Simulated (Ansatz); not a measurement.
**TaN: how the free axis answers a strain**

TaN, P-6m2, a = 2.936 Å, c = 2.885 Å. This isn't the usual stable structure of the compound. Ansatz: r2SCAN, PAW, 500 eV, Γ-centred 24×24×18 mesh on 2 atoms, Gaussian smearing 0.10 eV; no spin polarisation. Series: biaxial strain in the a-b plane, c and atoms relaxed; x is the strain in per cent. y is the change of c in per cent of 2.885 Å.

| x (%) | y (%) |
| --- | --- |
| -4.5 | ? |
| -3.0 | 1.14 |
| -1.5 | 0.54 |
| 0.0 | 0.00 |
| 1.5 | -0.50 |
| 3.0 | -0.96 |
| 4.5 | -1.37 |

Question: Fit y = c1 x + c2 x² to the other rows, say what c1 measures, and predict the missing y.

Answer: Least squares on the rows shown. y = −0.3493 x + 0.009957 x². With no stress along c, c1 = −2C13/C33 = -0.349. At x = -4.5 the fit asked for gives 1.77 %. The run gave 1.79 %, so the fit is 0.02 % too low, a small miss on the scale of the series.

Spin–orbit coupling is left out, which can shift energies with elements as heavy as these.